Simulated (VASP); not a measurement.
Write the native input for VASP 6.6.1 that does the following.

```
Task                   : single point
Functional             : revPBE
Potentials or basis    : VASP PAW PBE potentials, release 64 (Bi_d)
Cutoff                 : 520 eV
k mesh                 : 9 × 9 × 9
Occupations            : methfessel-paxton, width 0.01 eV
Spin                   : collinear spin, typed start
Starting moments       : [1.0] μB
Fixed moment           : 1 μB
Dipole correction      : no
Further INCAR settings : ALGO = Fast; EDIFF = 1e-06; NBANDS = 18
```

The structure of Bi lies in POSCAR:

```
Bi
1.0
   -1.9814305318      1.9814305318      1.9814305318
    1.9814305318     -1.9814305318      1.9814305318
    1.9814305318      1.9814305318     -1.9814305318
Bi
1
Direct
    0.0000000000      0.0000000000      0.0000000000
```

This isn't the form of Bi at room conditions, which is rhombohedral.

These files were run (other wordings do the same):

INCAR

```
SYSTEM = Bi
PREC = Accurate
ENCUT = 520
EDIFF = 1E-6
ISMEAR = 1
SIGMA = 0.01
LREAL = .False.
LASPH = .True.
NELM = 150
ALGO = Fast
ISIF = 2
LWAVE = .False.
LCHARG = .False.
ISPIN = 2
MAGMOM = 1
LORBIT = 11
NUPDOWN = 1.0
GGA = RE
NBANDS = 18
```

KPOINTS

```
Automatic mesh
0
Gamma
  9 9 9
  0 0 0
```

Potentials or basis: VASP PAW PBE potentials, release 64 (Bi_d).

Launch:

```bash
$ cat potpaw_PBE.64/Bi_d/POTCAR > POTCAR
$ mpirun -np 1 vasp_std > vasp.out
```

Results of the run:

The pressure is 5.9 GPa. The net moment is 1.00 μB per cell. The site moments are Bi +0.51 μB and the valence electrons inside the program's atomic spheres are Bi 12.75.

Caveat: the PAW data sets were made with another functional, which shifts forces and pressure a little; the total moment is fixed, so each spin has its own Fermi level.

It took 39 s on 1 thread of Intel(R) Xeon(R) Platinum 8488C (Sapphire Rapids) (shared host), peak memory 0.18 GiB.
